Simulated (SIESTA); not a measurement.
The system is Ge.

```
Ge
1.0
     0.00000    3.04735    3.04735
     3.04735    0.00000    3.04735
     3.04735    3.04735    0.00000
Ge
2
Direct
  0.75000 0.75000 0.75000
  0.50000 0.50000 0.50000
```

The cell isn't the ideal one: volume scaled by 1.25.

* Program: SIESTA 5.4.2
* Task: relaxation of cell and atoms
* Functional: BLYP
* Potentials or basis: PseudoDojo 0.4 standard (PBE files, fully relativistic)
* Basis: TZ (energy shift 0.005 Ry)
* Grid cutoff: 800 Ry
* Energy shift: 0.005 Ry
* k mesh: 6 × 6 × 6
* Occupations: fermi-dirac, width 0.05 eV
* Spin: non-collinear spin, ferrimagnetic start, spin-orbit coupling
* Starting moments: [[0.5, 0.0, 0.0], [-0.25, -0.0, -0.0]] μB

At the start: pressure -3.9 GPa; volume 28.30 Å³/atom.

Problem. How do energy, volume and symmetry change on relaxing?

Solution. Over 5 steps the energy falls by 37.3 meV/atom and the volume is 25.57 Å³/atom (-9.6 %); space group Fd-3m (No. 227, to 0.05 Å); moment 0.00 μB per cell.

The path:
| step | energy change (eV) | largest force (eV/Å) | pressure (GPa) | volume (Å³) |
| --- | --- | --- | --- | --- |
| 1 | 0.0000 | 0.0001 | -3.85 | 56.60 |
| 2 | -0.0193 | 0.0001 | -3.49 | 55.78 |
| 3 | -0.0640 | 0.0004 | 2.05 | 49.38 |
| 4 | -0.0739 | 0.0003 | -0.37 | 51.48 |
| 5 | -0.0745 | 0.0003 | -0.01 | 51.14 |

Final structure:
```
Ge
1.0
    -0.00011    2.94602    2.94602
     2.94602   -0.00011    2.94602
     2.94602    2.94602   -0.00011
Ge
2
Direct
  0.75000 0.75000 0.75000
  0.50000 0.50000 0.50000
```

Caveat: the basis has no polarisation orbitals; semicore shells carry a single zeta, which can move pressures by several GPa and volumes by a few percent; the potentials were made for another functional, which shifts forces and pressure; the basis of atomic orbitals isn't converged, which shifts pressures, moduli and gaps.
